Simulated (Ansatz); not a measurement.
# CdO: a scan of SCF settings, part 2 of 2

Wanted: the cost and the effect of other mixers, smearings and limits on one cell of CdO. We look at CdO: its deposited structure (space group Fm-3m), with 2 atoms per cell. Source: COD entry 9006685, which need not be the ambient phase.

Ansatz 0.2.0; DFT r2SCAN, PAW, plane waves, scalar-relativistic. Earlier steps stand in the parts before.

## 7. Fermi–Dirac width 0.003 eV, no switch to direct minimisation

File input.yaml:

```yaml
crystal:
  lattice:
    - [0.0, 2.3478, 2.3478]
    - [2.3478, 0.0, 2.3478]
    - [2.3478, 2.3478, 0.0]
  atoms:
    - { symbol: Cd, position: [0.0, 0.0, 0.0] }
    - { symbol: O, position: [0.5, 0.5, 0.5] }
hamiltonian:
  xc: r2scan
  pseudopotentials: { kind: paw }
basis:
  ecutwfc: 500
kpoints:
  mp_grid: { grid: [7, 7, 7] }
scf:
  occupations: { method: fermi_dirac, width: 0.003 }
  lower_state_search: "off"
  algorithm: density_mixing
  max_iter: 100
  mixing: {}
output:
  forces: true
  stress: true
```

On the command line:

```sh
> ansatz run input.yaml --threads 2 --pin off --max-ram 5120MiB --backend cpu --events-out ev --progress --plain --runs-dir out
```

What it wrote:

```text
[... 26 lines as in an earlier run ...]
SCF iter   1: F=-8836.663795 eV  HF=-8836.657247 eV  |F-HF|=6.55e-3  |Δ(HF+E_count)|=         —  Δρ=1.20e-2  dr2=3.40e-2  dr2_τ=5.65e-2  ethr=1.77e-3  ⟨swp⟩=5.0  Hψ=1653  notcnv=0
preconditioner: auto → none  [insulator: Δε(μ)=0.258 eV  Ē_g=16.520 eV  σ=0.003 eV  W_gap=1.00  n_scr=14 (ndim 8)  ℏωp=31.0 eV  f_vac=0.001  D(μ)=0.00/eV (n_scr^D=0)  ε∞_Penn≈4.5]
SCF iter   2: F=-8836.672695 eV  HF=-8836.676262 eV  |F-HF|=3.57e-3  |Δ(HF+E_count)|=   1.90e-2  Δρ=7.77e-3  dr2=6.41e-3  dr2_τ=2.33e-3  ethr=1.31e-4  ⟨swp⟩=2.3  Hψ=847  notcnv=0
SCF iter   3: F=-8836.675136 eV  HF=-8836.675668 eV  |F-HF|=5.32e-4  |Δ(HF+E_count)|=   5.94e-4  Δρ=3.16e-3  dr2=1.61e-3  dr2_τ=2.50e-4  ethr=2.47e-5  ⟨swp⟩=2.4  Hψ=682  notcnv=0
SCF iter   4: F=-8836.675530 eV  HF=-8836.675603 eV  |F-HF|=7.34e-5  |Δ(HF+E_count)|=   6.46e-5  Δρ=1.43e-3  dr2=3.02e-4  dr2_τ=2.97e-5  ethr=6.20e-6  ⟨swp⟩=2.8  Hψ=649  notcnv=0
SCF iter   5: F=-8836.675585 eV  HF=-8836.675589 eV  |F-HF|=3.62e-6  |Δ(HF+E_count)|=   1.48e-5  Δρ=3.30e-4  dr2=1.40e-5  dr2_τ=3.13e-6  ethr=1.16e-6  ⟨swp⟩=3.0  Hψ=737  notcnv=0
SCF iter   6: F=-8836.675564 eV  HF=-8836.675564 eV  |F-HF|=4.03e-7  |Δ(HF+E_count)|=   2.43e-5  Δρ=7.61e-5  dr2=1.14e-6  dr2_τ=9.39e-8  ethr=5.39e-8  ⟨swp⟩=2.9  Hψ=651  notcnv=0
SCF iter   7: F=-8836.675564 eV  HF=-8836.675564 eV  |F-HF|=6.62e-8  |Δ(HF+E_count)|=   9.05e-9  Δρ=2.00e-5  dr2=1.01e-7  dr2_τ=4.06e-9  ethr=4.37e-9  ⟨swp⟩=2.2  Hψ=593  notcnv=0
SCF iter   8: F=-8836.675564 eV  HF=-8836.675564 eV  |F-HF|=8.75e-10  |Δ(HF+E_count)|=   1.70e-8  Δρ=2.20e-6  dr2=1.24e-9  dr2_τ=3.69e-11  ethr=3.85e-10  ⟨swp⟩=4.0  Hψ=974  notcnv=0
SCF 1 converged in 8 iterations: F = -8836.675564 eV  dr2 = 1.24e-9
SCF converged after 8 iterations
Free energy (F): -8836.675564 eV
Harris-Foulkes:  -8836.675564 eV  (|F-HF|=8.75e-10)
Internal energy: -8836.675564 eV  (E = F + TS)
E sigma→0 (E₀):  -8836.675564 eV
Fermi energy:    12.435590 eV
--- Per-component energies (eV) ---
  E_band       = -379.777107
  E_kinetic    = 681.929990
  E_local      = -3035.734274  (includes V_loc(G=0)·N_el)
  E_nonlocal   = 84.513230
  E_hartree    = 1409.131282
  E_xc         = -241.742118
  E_vxc        = -351.022171  (∫ρ·V_xc dr)
  E_paw        = -4268.070018  (= ΣΔE_a)
  E_vpaw       = -601.433848  (= ΣTr[D̂ρ^β])
  E_aug_tail   = 0.001058  (compensation charges beyond the density's cutoff)
  E_vtau       = 23.707290  (kinetic-family band-sum trace: ∫τ·v_τ [+ j·A + Jᵃ·Aᵃ] dr)
  E_ewald      = -3466.108004
  E_core_change = -0.596712  (= ΣΔE_core)
  E_smearing   = -0.000000  (= −TS)
  E_closure    = -0.000000  (closes the sum)
  Σ components = -8836.675564   (vs F -8836.675564, Δ=0.00e0)
--- Forces (eV/Å), atoms counted from 1 ---
  atom   1  Cd    -0.00000000     0.00000000    -0.00000000
  atom   2  O      0.00000000    -0.00000000     0.00000000
  max |Σ_I F_I| component: 1.64e-29 eV/Å
--- Stress (GPa, compression-positive) ---
        0.975785      -0.000000       0.000000
        0.000000       0.975785      -0.000000
       -0.000000      -0.000000       0.975785
  P = ⅓ Tr σ = 0.9758 GPa (9.758 kbar)
```

Run time: 1.1 s. Hardware: 2 threads of Arm Neoverse V2, shared host; peak memory 0.33 GiB.

8 iterations against 7; free energy shifted by +0.9 meV/atom, zero-width estimate shifted by +0.2 meV/atom, pressure 1.0 GPa against 1.1.

## 8. Cutoff 180 eV

input.yaml: that of step 7 with these lines changed.

```diff
@@ -12,3 +12,3 @@
 basis:
-  ecutwfc: 500
+  ecutwfc: 180
 kpoints:
@@ -16,7 +16,5 @@
 scf:
-  occupations: { method: fermi_dirac, width: 0.003 }
+  occupations: { method: fermi_dirac, width: 0.1 }
   lower_state_search: "off"
-  algorithm: density_mixing
   max_iter: 100
-  mixing: {}
 output:
```

On the command line:

```sh
> ansatz run input.yaml --threads 2 --pin off --max-ram 5120MiB --backend cpu --events-out ev --progress --plain --runs-dir out
```

What it wrote:

```text
Warning: basis.ecutwfc = 180 eV is below the records' recommended 500 eV, and the density's cutoff is lower with it unless basis.ecutrho_ratio is high enough to keep the records' density cutoff: compare with a run at a higher cutoff
[... 11 lines as in an earlier run ...]
Basis set: ecut = 180 eV, 137 PW (Γ), exchange–correlation on 60×60×60 points (64 copies of the dense FFT grid, shifted against one another)
[... 14 lines as in an earlier run ...]
SCF iter   1: F=-8796.507853 eV  HF=-8805.178535 eV  |F-HF|=8.67e0  |Δ(HF+E_count)|=         —  Δρ=2.84e-1  dr2=9.68e0  dr2_τ=1.25e0  ethr=1.77e-3  ⟨swp⟩=4.0  Hψ=1442  notcnv=0
preconditioner: auto → none  [insulator: Δε(μ)=0.337 eV  Ē_g=16.177 eV  σ=0.100 eV  W_gap=0.67  n_scr=14 (ndim 8)  ℏωp=31.0 eV  f_vac=0.002  D(μ)=0.22/eV (n_scr^D=0)  ε∞_Penn≈4.7]
SCF iter   2: F=-8800.567027 eV  HF=-8800.685732 eV  |F-HF|=1.19e-1  |Δ(HF+E_count)|=    4.49e0  Δρ=7.48e-2  dr2=5.71e-1  dr2_τ=1.52e-1  ethr=1.77e-3  ⟨swp⟩=2.0  Hψ=921  notcnv=0
SCF iter   3: F=-8800.636428 eV  HF=-8800.670468 eV  |F-HF|=3.40e-2  |Δ(HF+E_count)|=   1.53e-2  Δρ=3.29e-2  dr2=1.06e-1  dr2_τ=4.01e-2  ethr=1.77e-3  ⟨swp⟩=2.6  Hψ=767  notcnv=0
SCF iter   4: F=-8800.654757 eV  HF=-8800.676839 eV  |F-HF|=2.21e-2  |Δ(HF+E_count)|=   6.37e-3  Δρ=1.39e-2  dr2=3.97e-2  dr2_τ=7.09e-3  ethr=4.09e-4  ⟨swp⟩=2.0  Hψ=749  notcnv=0
SCF iter   5: F=-8800.670479 eV  HF=-8800.670543 eV  |F-HF|=6.44e-5  |Δ(HF+E_count)|=   6.30e-3  Δρ=1.07e-3  dr2=1.84e-4  dr2_τ=1.79e-5  ethr=1.53e-4  ⟨swp⟩=2.0  Hψ=526  notcnv=0
SCF iter   6: F=-8800.670478 eV  HF=-8800.670488 eV  |F-HF|=1.02e-5  |Δ(HF+E_count)|=   5.53e-5  Δρ=2.50e-4  dr2=1.33e-5  dr2_τ=8.37e-7  ethr=7.09e-7  ⟨swp⟩=2.6  Hψ=807  notcnv=0
SCF iter   7: F=-8800.670498 eV  HF=-8800.670499 eV  |F-HF|=3.75e-7  |Δ(HF+E_count)|=   1.04e-5  Δρ=4.87e-5  dr2=4.97e-7  dr2_τ=1.59e-8  ethr=5.11e-8  ⟨swp⟩=3.0  Hψ=528  notcnv=0
SCF iter   8: F=-8800.670498 eV  HF=-8800.670498 eV  |F-HF|=4.01e-9  |Δ(HF+E_count)|=   1.82e-7  Δρ=5.13e-6  dr2=5.39e-9  dr2_τ=1.59e-10  ethr=3.85e-10  ⟨swp⟩=3.0  Hψ=942  notcnv=0
the last iteration of the SCF fills more bands at one k-point than at another: 13 at k=1 and 14 at k=0 (a band counts as filled where it holds over half of its capacity, the bands of one level by their mean; [...]
SCF 1 converged in 8 iterations: F = -8800.670498 eV  dr2 = 5.39e-9
SCF converged after 8 iterations
Free energy (F): -8800.670498 eV
Harris-Foulkes:  -8800.670498 eV  (|F-HF|=4.01e-9)
Internal energy: -8800.667726 eV  (E = F + TS)
E sigma→0 (E₀):  -8800.669112 eV
Entropy (-TS):   -0.002772 eV (-1.386 meV/atom)
Fermi energy:    12.526742 eV
--- Per-component energies (eV) ---
  E_band       = -442.921337
  E_kinetic    = 763.365270
  E_local      = -2928.936173  (includes V_loc(G=0)·N_el)
  E_nonlocal   = 10.338633
  E_hartree    = 1319.295966
  E_xc         = -259.506368
  E_vxc        = -377.807923  (∫ρ·V_xc dr)
  E_paw        = -4238.548503  (= ΣΔE_a)
  E_vpaw       = -574.385575  (= ΣTr[D̂ρ^β])
  E_aug_tail   = 0.028165  (compensation charges beyond the density's cutoff)
  E_vtau       = 25.879843  (kinetic-family band-sum trace: ∫τ·v_τ [+ j·A + Jᵃ·Aᵃ] dr)
  E_ewald      = -3466.108004
  E_core_change = -0.596712  (= ΣΔE_core)
  E_smearing   = -0.002772  (= −TS)
  E_closure    = 0.000000  (closes the sum)
  Σ components = -8800.670498   (vs F -8800.670498, Δ=0.00e0)
--- Forces (eV/Å), atoms counted from 1 ---
  atom   1  Cd    -0.00000000     0.00000000     0.00000000
  atom   2  O      0.00000000    -0.00000000    -0.00000000
  max |Σ_I F_I| component: 1.58e-29 eV/Å
--- Stress (GPa, compression-positive) ---
       -9.377249       0.000000      -0.000000
       -0.000000      -9.377249      -0.000000
       -0.000000      -0.000000      -9.377249
  P = ⅓ Tr σ = -9.3772 GPa (-93.772 kbar)
```

Run time: 0.51 s. Hardware: 2 threads of Arm Neoverse V2, shared host; peak memory 0.26 GiB.

It takes 8 iterations (default 7). Against the default run: free energy shifted by +18003 meV/atom, so these numbers say nothing of the material, pressure -9.4 GPa against 1.1.

The setting is a deliberately weak one: read the shift, not the values.

## 9. Direct minimisation

input.yaml: that of step 8 with these lines changed.

```diff
@@ -12,3 +12,3 @@
 basis:
-  ecutwfc: 180
+  ecutwfc: 500
 kpoints:
@@ -18,3 +18,4 @@
   lower_state_search: "off"
-  max_iter: 100
+  algorithm: direct_min
+  max_iter: 150
 output:
```

On the command line:

```sh
> ansatz run input.yaml --threads 2 --pin off --max-ram 5120MiB --backend cpu --events-out ev --progress --plain --runs-dir out
```

What it wrote:

```text
[... 26 lines as in an earlier run ...]
SCF iter   1: F=-8836.666803 eV  HF=-8836.658820 eV  |F-HF|=7.98e-3  |Δ(HF+E_count)|=         —  Δρ=1.17e-2  dr2=3.15e-2  dr2_τ=5.57e-2  ethr=1.77e-3  ⟨swp⟩=8.8  Hψ=1529  notcnv=0
preconditioner: auto → none  [insulator: Δε(μ)=1.503 eV  Ē_g=16.525 eV  σ=0.100 eV  W_gap=0.80  n_scr=14 (ndim 8)  ℏωp=31.0 eV  f_vac=0.001  D(μ)=0.06/eV (n_scr^D=0)  ε∞_Penn≈4.5]
SCF iter   2: F=-8836.675628 eV  HF=-8836.678691 eV  |F-HF|=3.06e-3  |Δ(HF+E_count)|=   1.99e-2  Δρ=4.92e-3  dr2=3.54e-3  dr2_τ=3.47e-4  ethr=1.21e-4  ⟨swp⟩=3.0  Hψ=849  notcnv=0
iter 3 solved again at ethr=1.21e-6 eV; its pass at ethr=1.36e-5 eV (dr2=3.16e-4 eV) is discarded
SCF iter   3: F=-8836.677202 eV  HF=-8836.677497 eV  |F-HF|=2.95e-4  |Δ(HF+E_count)|=   1.19e-3  Δρ=1.22e-3  dr2=3.21e-4  dr2_τ=2.00e-5  ethr=1.21e-6  ⟨swp⟩=3.0  Hψ=1303  notcnv=0
SCF iter   4: F=-8836.677391 eV  HF=-8836.677401 eV  |F-HF|=1.04e-5  |Δ(HF+E_count)|=   9.60e-5  Δρ=2.68e-4  dr2=1.17e-5  dr2_τ=8.72e-7  ethr=1.21e-6  ⟨swp⟩=2.0  Hψ=601  notcnv=0
SCF iter   5: F=-8836.677397 eV  HF=-8836.677398 eV  |F-HF|=8.20e-8  |Δ(HF+E_count)|=   3.44e-6  Δρ=2.60e-5  dr2=1.08e-7  dr2_τ=2.48e-8  ethr=4.52e-8  ⟨swp⟩=3.0  Hψ=676  notcnv=0
SCF iter   6: F=-8836.677398 eV  HF=-8836.677398 eV  |F-HF|=1.97e-9  |Δ(HF+E_count)|=   3.42e-9  Δρ=3.68e-6  dr2=2.34e-9  dr2_τ=1.53e-10  ethr=4.14e-10  ⟨swp⟩=3.0  Hψ=719  notcnv=0
SCF 1 converged in 6 iterations: F = -8836.677398 eV  dr2 = 2.34e-9
  Residual-converged pass: ⟨swp⟩=3.0  Hψ=655  notcnv=0  max |occ|·‖R‖ = 6.6e-6 eV (tolerance 6.7e-6 eV)  dr2=2.21e-9  dr2_τ=1.52e-10  dr2_onsite=2.53e-10  max |Δocc| = 3.0e-11
SCF converged after 6 iterations
Stability not checked: this state was not tested for a lower state beside it, because a direct minimisation reached the state, and no test of it is asked (direct_minimisation; see scf.lower_state_search)
Free energy (F): -8836.677398 eV
Harris-Foulkes:  -8836.677398 eV  (|F-HF|=1.97e-9)
Internal energy: -8836.674437 eV  (E = F + TS)
E sigma→0 (E₀):  -8836.675917 eV
Entropy (-TS):   -0.002961 eV (-1.480 meV/atom)
Fermi energy:    12.726538 eV
[... 31 lines left out: energy terms, forces, stress, bands ...]
```

Wall time 2 s (2 threads of Arm Neoverse V2, shared host); peak memory 0.34 GiB.

Compared with step 2: the same free energy; 6 iterations in place of 7.

## 10. Cutoff 600 eV

input.yaml: that of step 9 with these lines changed.

```diff
@@ -12,3 +12,3 @@
 basis:
-  ecutwfc: 500
+  ecutwfc: 600
 kpoints:
@@ -18,4 +18,2 @@
   lower_state_search: "off"
-  algorithm: direct_min
-  max_iter: 150
 output:
```

On the command line:

```sh
> ansatz run input.yaml --threads 2 --pin off --max-ram 5120MiB --backend cpu --events-out ev --progress --plain --runs-dir out
```

What it wrote:

```text
[... 11 lines as in an earlier run ...]
Basis set: ecut = 600 eV, 869 PW (Γ), exchange–correlation on 108×108×108 points (64 copies of the dense FFT grid, shifted against one another)
[... 14 lines as in an earlier run ...]
SCF iter   1: F=-8836.671028 eV  HF=-8836.663285 eV  |F-HF|=7.74e-3  |Δ(HF+E_count)|=         —  Δρ=1.20e-2  dr2=3.21e-2  dr2_τ=5.45e-2  ethr=1.77e-3  ⟨swp⟩=4.6  Hψ=1551  notcnv=0
preconditioner: auto → none  [insulator: Δε(μ)=1.503 eV  Ē_g=16.525 eV  σ=0.100 eV  W_gap=0.80  n_scr=14 (ndim 8)  ℏωp=31.0 eV  f_vac=0.000  D(μ)=0.06/eV (n_scr^D=0)  ε∞_Penn≈4.5]
SCF iter   2: F=-8836.679295 eV  HF=-8836.682558 eV  |F-HF|=3.26e-3  |Δ(HF+E_count)|=   1.93e-2  Δρ=7.60e-3  dr2=5.91e-3  dr2_τ=2.15e-3  ethr=1.23e-4  ⟨swp⟩=2.0  Hψ=840  notcnv=0
SCF iter   3: F=-8836.681428 eV  HF=-8836.682013 eV  |F-HF|=5.85e-4  |Δ(HF+E_count)|=   5.45e-4  Δρ=3.19e-3  dr2=1.61e-3  dr2_τ=2.40e-4  ethr=2.27e-5  ⟨swp⟩=2.0  Hψ=609  notcnv=0
SCF iter   4: F=-8836.681856 eV  HF=-8836.681930 eV  |F-HF|=7.44e-5  |Δ(HF+E_count)|=   8.30e-5  Δρ=1.41e-3  dr2=2.88e-4  dr2_τ=2.73e-5  ethr=6.19e-6  ⟨swp⟩=2.5  Hψ=568  notcnv=0
SCF iter   5: F=-8836.681905 eV  HF=-8836.681909 eV  |F-HF|=3.40e-6  |Δ(HF+E_count)|=   2.14e-5  Δρ=3.30e-4  dr2=1.36e-5  dr2_τ=3.11e-6  ethr=1.11e-6  ⟨swp⟩=2.2  Hψ=685  notcnv=0
SCF iter   6: F=-8836.681891 eV  HF=-8836.681892 eV  |F-HF|=4.40e-7  |Δ(HF+E_count)|=   1.72e-5  Δρ=7.91e-5  dr2=1.21e-6  dr2_τ=9.92e-8  ethr=5.24e-8  ⟨swp⟩=2.9  Hψ=578  notcnv=0
SCF iter   7: F=-8836.681891 eV  HF=-8836.681892 eV  |F-HF|=7.54e-8  |Δ(HF+E_count)|=   1.71e-8  Δρ=2.13e-5  dr2=1.14e-7  dr2_τ=4.67e-9  ethr=4.64e-9  ⟨swp⟩=2.1  Hψ=602  notcnv=0
SCF iter   8: F=-8836.681892 eV  HF=-8836.681892 eV  |F-HF|=9.90e-10  |Δ(HF+E_count)|=   1.95e-8  Δρ=2.34e-6  dr2=1.40e-9  dr2_τ=4.27e-11  ethr=3.85e-10  ⟨swp⟩=4.0  Hψ=990  notcnv=0
SCF 1 converged in 8 iterations: F = -8836.681892 eV  dr2 = 1.40e-9
SCF converged after 8 iterations
Free energy (F): -8836.681892 eV
Harris-Foulkes:  -8836.681892 eV  (|F-HF|=9.90e-10)
Internal energy: -8836.678930 eV  (E = F + TS)
E sigma→0 (E₀):  -8836.680411 eV
Entropy (-TS):   -0.002962 eV (-1.481 meV/atom)
Fermi energy:    12.726182 eV
--- Per-component energies (eV) ---
  E_band       = -379.852144
  E_kinetic    = 682.131252
  E_local      = -3035.639013  (includes V_loc(G=0)·N_el)
  E_nonlocal   = 84.242058
  E_hartree    = 1409.040719
  E_xc         = -241.814189
  E_vxc        = -351.133680  (∫ρ·V_xc dr)
  E_paw        = -4267.935634  (= ΣΔE_a)
  E_vpaw       = -601.252260  (= ΣTr[D̂ρ^β])
  E_aug_tail   = 0.000593  (compensation charges beyond the density's cutoff)
  E_vtau       = 23.718465  (kinetic-family band-sum trace: ∫τ·v_τ [+ j·A + Jᵃ·Aᵃ] dr)
  E_ewald      = -3466.108004
  E_core_change = -0.596712  (= ΣΔE_core)
  E_smearing   = -0.002962  (= −TS)
  E_closure    = -0.000000  (closes the sum)
  Σ components = -8836.681892   (vs F -8836.681892, Δ=0.00e0)
--- Forces (eV/Å), atoms counted from 1 ---
  atom   1  Cd    -0.00000000     0.00000000    -0.00000000
  atom   2  O      0.00000000    -0.00000000    -0.00000000
  max |Σ_I F_I| component: 1.48e-29 eV/Å
--- Stress (GPa, compression-positive) ---
        1.030490       0.000000      -0.000000
        0.000000       1.030490      -0.000000
        0.000000       0.000000       1.030490
  P = ⅓ Tr σ = 1.0305 GPa (10.305 kbar)
```

Wall time 1.3 s (2 threads of Arm Neoverse V2, shared host); peak memory 0.35 GiB.

8 iterations against 7; free energy shifted by -2.2 meV/atom.

## 11. Comparison

```tsv
step	settings	iterations	time	against the default run
2	default SCF settings	7	1.5 s	reference
3	linear mixing, β 0.2, no preconditioner	27	1.9 s	the same free energy
4	Broyden, β 0.7, preconditioner Kerker scaled by the density of states	6	0.96 s	the same free energy
5	fixed occupations	8	1.6 s	free energy shifted by +0.9 meV/atom, zero-width estimate shifted by +0.2 meV/atom, pressure 1.0 GPa against 1.1
6	Gaussian smearing, width 0.8 eV	7	1 s	free energy shifted by -3.8 meV/atom, zero-width estimate shifted by +1.3 meV/atom, pressure 1.2 GPa against 1.1
7	Fermi–Dirac width 0.003 eV, no switch to direct minimisation	8	1.1 s	free energy shifted by +0.9 meV/atom, zero-width estimate shifted by +0.2 meV/atom, pressure 1.0 GPa against 1.1
8	cutoff 180 eV	8	0.51 s	free energy shifted by +18003 meV/atom, so these numbers say nothing of the material, pressure -9.4 GPa against 1.1
9	direct minimisation	6	2 s	the same free energy
10	cutoff 600 eV	8	1.3 s	free energy shifted by -2.2 meV/atom
```

Decimal logarithm of the largest residual (eV) by iteration, counted through all cycles of a run (8 of the 9 runs):

```csv
iteration,step 2,step 3,step 4,step 5,step 6,step 7,step 8,step 9
1,-1.3,-1.3,-1.3,-1.2,-1.3,-1.2,1.0,-1.3
2,-2.2,-1.9,-1.7,-2.2,-2.3,-2.2,-0.2,-2.5
3,-2.8,-2.3,-2.2,-2.8,-2.8,-2.8,-1.0,-3.5
4,-3.5,-2.6,-4.0,-3.5,-3.6,-3.5,-1.4,-4.9
5,-4.9,-2.8,-5.3,-4.9,-4.9,-4.9,-3.7,-7.0
6,-6.0,-3.0,-7.3,-5.9,-6.0,-5.9,-4.9,-8.6
8,-,-3.4,-,-8.9,-,-8.9,-8.3,-
10,-,-3.8,-,-,-,-,-,-
13,-,-4.4,-,-,-,-,-,-
15,-,-4.8,-,-,-,-,-,-
18,-,-5.4,-,-,-,-,-,-
20,-,-5.8,-,-,-,-,-,-
22,-,-6.2,-,-,-,-,-,-
25,-,-6.8,-,-,-,-,-,-
27,-,-7.1,-,-,-,-,-,-
```

## 12. Summary of results

This closing draws on all 2 parts.

| quantity | value |
| --- | --- |
| default run | 7 iterations, with a gap of 0.18 eV on the k-mesh |
| fewest iterations to that state among the runs shown (an iteration of direct minimisation costs more) | 6 (Broyden, β 0.7, preconditioner Kerker scaled by the density of states) |
| most iterations to it | 27 (linear mixing, β 0.2, no preconditioner) |
| runs that end in another state, among changes of path alone | 0 |
| largest shift of the free energy by occupations, cutoff, mesh or field | +18003 meV/atom (cutoff 180 eV) |

What this shows: The default and the runs that change only the path, 4 in all, end in one state, in 6 to 27 iterations. Occupations, cutoff, mesh and fields change the problem that is solved, not just the path; the largest shift here is that of “cutoff 180 eV”. Counts include iterations that the program adds to test a close, so a difference of one or two ranks nothing. The starting density is a sum of atomic densities corrected by a trained network, so it is already close to self-consistency.
